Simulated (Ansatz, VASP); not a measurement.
**Zn: VASP beside Ansatz**

```
CELL_PARAMETERS angstrom
2.67000 0.00000 0.00000
-1.33500 2.31229 0.00000
0.00000 0.00000 4.96600
ATOMIC_POSITIONS crystal
Zn 0.66542 0.31974 0.74893
Zn 0.32257 0.68013 0.25107
```

Change from the starting cell: atoms moved at random, drawn with an rms of 0.05 Å.

Alike in both runs: task single point; functional PBEsol; k mesh 11 × 11 × 6; occupations fermi-dirac, width 0.05 eV; no spin polarisation.

|  | VASP | Ansatz |
| --- | --- | --- |
| version | VASP 6.6.1 | Ansatz 0.2.0 |
| potentials or method | VASP PAW PBE potentials, release 64 (Zn) | Ansatz PAW |
| plane-wave cutoff (eV) | 520 | 420 |
| valence electrons in the cell | 24 | 24 |

```csv
,VASP,Ansatz,Ansatz less VASP
gap on the k mesh at the Fermi level (eV),none,none,-
pressure (GPa),-5.3,-5.6,-0.34
largest component of the traceless stress (GPa),0.09,0.12,+0.030
rms of the force components (eV/Å),0.026,0.026,-0.0007
```

Atom by atom the forces differ by 0.001 eV/Å (rms over components). A gap of «none» marks a metal or a gap that the smearing closes.

Caveats: the PAW data sets were made with another functional, which shifts forces and pressure a little (VASP); the PAW data sets come from PBE, with cores solved anew for the run's functional, which leaves a small shift of forces and pressure (Ansatz).
